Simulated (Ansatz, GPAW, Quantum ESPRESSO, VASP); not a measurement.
# One calculation of Ge, 7 ways

```
CELL_PARAMETERS angstrom
0.00000 2.82891 2.82891
2.82891 0.00000 2.82891
2.82891 2.82891 0.00000
ATOMIC_POSITIONS crystal
Ge 0.75000 0.75000 0.75000
Ge 0.50000 0.50000 0.50000
```

Alike in all runs: task band structure; functional PBE; k mesh 8 × 8 × 8; occupations fermi-dirac, width 0.05 eV; no spin polarisation; no spin-orbit coupling. Pressure is positive in compression and, in plane waves, holds the error of the finite cutoff, which Ansatz's Pulay term estimates and takes out.

```csv
program and potentials,plane-wave cutoff (eV),notes,pressure (GPa)
"Quantum ESPRESSO, PseudoDojo 0.4.1 SR PBE standard",1061,14 valence electrons an atom on average,3.72
"Ansatz, Ansatz NC",1061,14 valence electrons an atom on average; Pulay term of +0.03 GPa included,3.71
"GPAW, GPAW PAW data sets (gpaw-data 1.2.1)",600,4 valence electrons an atom on average,3.90
"VASP, PBE PAW files Ge_d_GW, 600 eV",600,14 valence electrons an atom on average,3.47
"Ansatz, all-electron LAPW, scalar-relativistic",-,-,3.63
"VASP, PBE PAW files Ge_d, 520 eV",520,14 valence electrons an atom on average,3.52
"VASP, PBE PAW files Ge_h, 900 eV",900,14 valence electrons an atom on average,3.76
```

The pressure spans 3.47 (VASP, PBE PAW files Ge_d_GW, 600 eV) to 3.90 GPa (GPAW, GPAW PAW data sets (gpaw-data 1.2.1)), with all-electron results at 3.63.

Differences between rows come from potentials, basis sets and numerical settings, since the functional is the same but for its coding. Runs on potential files found faulty are left out.
